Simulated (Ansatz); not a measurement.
Runs of Ansatz 0.2.0 on Si. It takes space group Fd-3m (No. 227, cubic). Conventional cell: a = 5.444 Å, b = 5.444 Å, c = 5.444 Å, α = 90.00°, β = 90.00°, γ = 90.00°. Around Si (site symmetry -43m) lie 4 Si at 2.36 Å. 

| task | level | potentials or basis | spin | cell | k mesh | cutoff (eV) | smearing | basis error allowed | gap on the mesh (eV) | pressure (GPa) | relaxed volume (Å³/atom) |
| --- | --- | --- | --- | --- | --- | --- | --- | --- | --- | --- | --- |
| density of states | LDA | all-electron PAW datasets made for the crystal | collinear, ferromagnetic start | as given | 8 × 8 × 8 | 180 | tetrahedron | - | 0.53 | (a) | - |
| relaxation of cell and atoms | PBE+D4 | all-electron LAPW, scalar-relativistic | off | relaxed | 8 × 8 × 8 | - | fermi-dirac 0.05 eV | 0.001 eV/atom | 0.60 | 0.0 | 19.89 |
| relaxation of cell and atoms | RPBE | all-electron LAPW, scalar-relativistic | off | relaxed | 8 × 8 × 8 | - | fermi-dirac 0.05 eV | 0.001 eV/atom | 0.74 | 0.0 | (c) |
| single point | PBE | all-electron LAPW, scalar-relativistic | off | as given | 6 × 6 × 6 | 195 | fermi-dirac 0.03 eV | 0.002 eV/atom | (b) | 1.4 | - |

Q: Fill in the values left out.

A: (a) -2.2; (b) 0.72; (c) 20.81.

Caveats: the program warned that the printed levels may be off, so bands, gaps and densities of states are rough (some runs).

A k mesh can miss the band edges.

Not every run made on this cell is shown here.
